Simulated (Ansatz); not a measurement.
Density of states of AlSb (F-43m) above the conduction band minimum, r2SCAN with spin-orbit coupling, rigid bands (Ansatz, a quantum-chemistry and plane-wave program); cell volume 58.9 Å³.

| energy from edge (eV) | 10⁻³ states/eV/cell |
|---|---|
| 0.006 | 48.9 |
| 0.031 | 124 |
| 0.056 | 150 |
| 0.081 | 175 |
| 0.106 | 202 |
| 0.131 | 230 |
| 0.156 | 259 |
| 0.181 | 287 |
| 0.206 | 344 |
| 0.231 | 394 |
| 0.256 | 448 |
| 0.281 | 491 |
| 0.319 | 552 |
| 0.344 | 589 |
| 0.369 | 622 |
| 0.394 | 658 |
| 0.419 | 692 |
| 0.444 | 726 |
| 0.469 | 759 |
| 0.494 | 792 |
| 0.519 | 825 |
| 0.544 | 860 |
| 0.569 | 896 |
| 0.594 | 931 |

Q: What effective density of states at 300 K does this give (∫ g(E) exp(−E/k_BT) dE, both spins, divided by the cell's size)?

A: 4.2e19 cm⁻³, a density-of-states mass of 1.40 mₑ, valleys and band degeneracy included.

Geometry: cell and atoms relaxed with r2SCAN.
